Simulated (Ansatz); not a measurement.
NbAs, 4 atoms in the cell. The structure is tetragonal, space group I4_1md (No. 109). Conventional cell: a = 3.452 Å, b = 3.452 Å, c = 11.680 Å, α = 90.00°, β = 90.00°, γ = 90.00°. Nb (site symmetry 2mm) is surrounded by 6 As at 2.60 to 2.63 Å. As (site symmetry 2mm) has 6 Nb at 2.60 to 2.63 Å as nearest neighbours. 

- Program: Ansatz 0.2.0
- Task: relaxation of cell and atoms
- Functional: PBEsol
- Potentials or basis: Ansatz PAW
- Cutoff: 420 eV (not typed: the program's choice for these potentials)
- k mesh: 11 × 11 × 11
- Occupations: fermi-dirac, width 0.05 eV
- Spin: no spin polarisation
- Target pressure: 20 GPa
- Target pressure (GPa): 20

Potentials or basis: Ansatz PAW.

Command:

```console
$ ansatz run input.yaml --threads 2 --pin off --max-ram 5632MiB --backend cpu --events-out ev --progress --plain --runs-dir out
```

Hardware: 2 threads of Arm Neoverse V2, with other jobs on the host.

Q: Estimate the wall time of this run.

A: Run time: 93 s on 2 threads of Arm Neoverse V2 (shared host), peak memory 0.5 GiB. Counts: scf iterations 37, plane waves 1199, k points 126, bands 34, ion steps 6.
